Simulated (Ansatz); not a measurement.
# In: one input, then a changed one

The cell is COD entry 9017523, as deposited and not checked against the literature; nothing was relaxed. The listed cell was then made from it by scaling, straining or moving an atom.

First run: DFT, PBEsol, all-electron LAPW, scalar-relativistic (Ansatz 0.2.0).

Command: `ansatz run input.yaml --threads 1 --pin off --max-ram 2048MiB --backend cpu --events-out ev --progress --plain --runs-dir out` The run took 6.1 s on 1 thread of AMD EPYC 9R45 96-Core Processor (Zen 5) (shared host), peak memory 0.42 GiB.

```yaml
crystal:
  lattice:
    - [-1.6475491645, 1.6475491645, 2.5065057071]
    - [1.6475491645, -1.6475491645, 2.5065057071]
    - [1.6475491645, 1.6475491645, -2.5065057071]
  atoms:
    - { symbol: In, position: [0.0, 0.0, 0.0] }
kpoints:
  mp_grid: { grid: [14, 14, 14] }
scf:
  occupations: { method: fermi_dirac, width: 0.05 }
hamiltonian:
  xc: pbesol
  pseudopotentials: { kind: all_electron, lapw: { basis_error: 0.0005 } }
output:
  forces: true
  stress: true
  eigenvalues: true
```

Result: converged; pressure -2.45 GPa; 7 SCF iterations.

Spin–orbit coupling is left out, though it moves levels of the heavy atoms by tenths of an eV or more.

A second input differs as follows:

```diff
@@ -7,7 +7,8 @@
     - { symbol: In, position: [0.0, 0.0, 0.0] }
 kpoints:
-  mp_grid: { grid: [14, 14, 14] }
+  mp_grid: { grid: [14, 13, 15] }
 scf:
   occupations: { method: fermi_dirac, width: 0.05 }
+  max_iter: 60
 hamiltonian:
   xc: pbesol
```

**Question.** What is wrong with it, and what does the program do?

**Answer.** The fault is a mesh that breaks the symmetry. The run converged; energy at zero smearing +1.6 meV/atom from the first run; pressure -2.39 GPa; 7 SCF iterations. Such numbers aren't properties of the crystal. The log ends:
```
  atom   1  In     0.00000000     0.00000000     0.00000000
  max |Σ_I F_I| component: 0.00e0 eV/Å
--- Stress (GPa, compression-positive) ---
       -2.174169      -0.011153      -0.076654
       -0.011153      -2.550816      -0.037267
       -0.076654      -0.037267      -2.437257
  P = ⅓ Tr σ = -2.3874 GPa (-23.874 kbar)
--- Band table (eV; the first three rows and the last of 1366) ---
  k-point 0: bands = ["-102.5283", "-61.0506", "-61.0434", "-61.0425", "-1.8747", "-1.7786", "-1.7779", "-1.7045", "-1.6104", "3.4092", "22.8691", "22.8695", "23.0200", "24.1843", "26.3120"]
  k-point 1: bands = ["-102.5283", "-61.0507", "-61.0436", "-61.0427", "-1.8572", "-1.7875", "-1.7677", "-1.7000", "-1.6176", "3.5410", "22.0631", "22.2365", "22.3736", "23.5486", "27.2627"]
  k-point 2: bands = ["-102.5283", "-61.0510", "-61.0443", "-61.0433", "-1.8138", "-1.8071", "-1.7377", "-1.6949", "-1.6322", "3.9387", "20.6512", "20.8680", "21.3187", "22.5572", "25.9390"]
  k-point 1365: bands = ["-102.5278", "-61.0529", "-61.0492", "-61.0466", "-1.9596", "-1.8963", "-1.5484", "-1.5145", "-1.4824", "10.5250", "11.6118", "14.9358", "15.7262", "20.7663", "21.6337"]
```
